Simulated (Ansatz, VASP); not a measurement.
WS2 in VASP and in Ansatz

Contents of INCAR:

```
PREC = Accurate ; ENCUT = 520
EDIFF = 1E-6 ; ISMEAR = 0
SIGMA = 0.05 ; LREAL = F
LASPH = T ; NELM = 100
ALGO = Fast ; ISIF = 2
LWAVE = F ; LCHARG = F
GGA = PE ; IVDW = 12
NBANDS = 20
```

KPOINTS

```
Automatic mesh
0
Gamma
  12 12 12
```

POSCAR

```
WS2
1.0
    1.5000503651      0.8660544821      5.8551635000
   -1.5000503651      0.8660544821      5.8551635000
    0.0000000000     -1.7321089641      5.8551635000
W S
1 2
Direct
    0.0000000000      0.0000000000      0.0000000000
    0.7503000000      0.7503000000      0.7503000000
    0.5810000000      0.5810000000      0.5810000000
```

Input for Ansatz:

```yaml
crystal:
  lattice:
    - [1.5000503651, 0.8660544821, 5.8551635]
    - [-1.5000503651, 0.8660544821, 5.8551635]
    - [0.0, -1.7321089641, 5.8551635]
  atoms:
    - { symbol: W, position: [0.0, 0.0, 0.0] }
    - { symbol: S, position: [0.7503, 0.7503, 0.7503] }
    - { symbol: S, position: [0.581, 0.581, 0.581] }
basis:
  ecutwfc: 420
kpoints:
  mp_grid: { grid: [12, 12, 12] }
hamiltonian:
  xc: pbe
  dispersion: d3bj
scf:
  occupations: { method: gaussian, width: 0.05 }
output:
  forces: true
  stress: true
  eigenvalues: true
```

Change from the starting cell: strain -0.050 along x and y, -0.050 along z, atoms carried along.

Alike in both runs: task single point; functional PBE; dispersion D3(BJ); k mesh 12 × 12 × 12; occupations gaussian, width 0.05 eV; no spin polarisation.

|  | VASP | Ansatz |
| --- | --- | --- |
| version | VASP 6.6.1 | Ansatz 0.2.0 |
| potentials or method | VASP PAW PBE potentials, release 64 (W_sv, S) | scalar-relativistic, plane waves, PAW |
| plane-wave cutoff (eV) | 520 | 420 |
| valence electrons in the cell | 26 | 26 |

```csv
,VASP,Ansatz,Ansatz less VASP
gap on the k mesh at the Fermi level (eV),0.85,0.83,-0.023
least direct gap on the mesh (eV),2.30,2.29,-0.007
pressure (GPa),36.5,36.5,+0.02
largest component of the traceless stress (GPa),2.08,2.14,+0.062
rms of the force components (eV/Å),1.749,1.750,+0.0005
```

Atom by atom the forces differ by 0.001 eV/Å (rms over components).

Caveats: so large a pressure means that the cell lies far from this level's equilibrium, or that cutoff or potentials fall short (VASP); spin-orbit coupling is left out, which moves the levels of the heavy elements; forces of over 1 eV/Å show positions far from the minimum, so gaps and moduli don't describe the material at rest. A k mesh can miss the band edges.
